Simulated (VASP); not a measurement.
Set up this calculation in VASP 6.6.1, as the native input.

```yaml
Task: single point
Functional: PBE
Dispersion: D3(BJ)
Potentials_or_basis: VASP PAW PBE potentials, release 64 (O, H, C)
Cutoff: 520 eV
k_mesh: 1 × 1 × 1
Occupations: fermi-dirac, width 0.02 eV
Spin: no spin polarisation
Dipole_correction: no
Further_INCAR_settings: LREAL = Auto; ALGO = Fast; EDIFF = 1e-07; NBANDS = 36
```

The structure of H10CO5 lies in POSCAR:

```
H10CO5
1.0
    5.8392500000      0.0000000000      0.0000000000
    0.0000000000      5.8392500000      0.0000000000
    0.0000000000      0.0000000000      5.8392500000
O H C
5 10 1
Direct
    0.3832512737      0.6372736225      0.8529006294
    0.6320674744      0.8421286980      0.2496724751
    0.3402663013      0.2819026416      0.2795735754
    0.1467996746      0.8127584878      0.4734683393
   -0.0277090380      0.3338784947      0.9850580126
    0.4167829773      0.4773729503      0.8393372437
    0.3491544291      0.7013571948      0.7025388534
    0.5423470480      0.9827631973      0.2660444406
    0.5815815387      0.7800659331      0.1033009376
    0.4555208289      0.4022948153      0.2552896348
    0.2092220748      0.3238087083      0.1841161108
    0.2114141371      0.9687031725      0.4432761057
   -0.0175878752      0.8343537269      0.4687759558
   -0.0479342381      0.6791796892      0.9675215139
   -0.0800274008      0.4804555380      0.6957057841
   -0.0618058826      0.5108190264      0.8818940789
```

The cell was built by a generator and needn't be a form met in nature.

One way to write it, as run:

INCAR

```
SYSTEM = H10CO5
PREC = Accurate
ENCUT = 520
EDIFF = 1E-7
ISMEAR = -1
SIGMA = 0.02
LREAL = Auto
LASPH = .TRUE.
NELM = 100
ALGO = Fast
ISIF = 2
LWAVE = .FALSE.
LCHARG = .FALSE.
GGA = PE
IVDW = 12
NBANDS = 36
```

KPOINTS

```
regular mesh
0
G
  1 1 1
  0 0 0
```

Potentials or basis: VASP PAW PBE potentials, release 64 (O, H, C).

Launch:

```bash
$ cat potpaw_PBE.64/O/POTCAR potpaw_PBE.64/H/POTCAR potpaw_PBE.64/C/POTCAR > POTCAR
$ mpirun -np 1 vasp_gam > vasp.out
```

It gave:

The pressure is -0.2 GPa and the largest force is 1.960 eV/Å. The band gap on the k mesh is 3.85 eV, direct. The dispersion energy per atom is -0.031 eV.

Caveat: the standard files for N, O and F lose accuracy on very short bonds.

Wall time 37 s on 1 thread of Intel(R) Xeon(R) Platinum 8375C CPU @ 2.90GHz (Ice Lake) (shared host), peak memory 0.3 GiB.
